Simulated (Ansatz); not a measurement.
All-electron LAPW in Ansatz 0.2.0 under PBEsol, scalar-relativistic, energies extrapolated to zero smearing. Slabs are 1×1 cells cut from bulk crystals relaxed on PAW files, with atoms then relaxed, 16 to 20 Å of vacuum, a dipole correction, k spacings of 0.16 to 0.26 Å⁻¹ and smearing of 0.02 to 0.1 eV, without spin–orbit coupling or spin polarisation. The bulk type named needn't be the stable one, and no reconstruction is allowed.

```csv
slab,area (Å²),γ (J/m²),Φ (eV),Δd12 (%)
"hcp Ir (10-10), 6 layers",11.99,2.67,5.51,-26.3
"fcc Ir (111), 5 layers",6.35,2.68,5.68,-2.1
"hcp Hf (10-10), 6 layers",15.79,2.01,3.95,-4.2
"hcp C (10-10), 4 layers",10.77,-1.10,5.89,?
"fcc Pt (111), 5 layers",6.65,1.86,5.80,0.6
"hcp Ti (0001), 5 layers",7.29,2.16,?,-6.9
"bcc Cs (111), 5 layers",63.29,0.09,2.03,-10.6
```

Give the missing entry: row "hcp C (10-10), 4 layers", column "Δd12 (%)".

-99.9.

Fill in "Φ (eV)" for the row "hcp Ti (0001), 5 layers".

4.54.
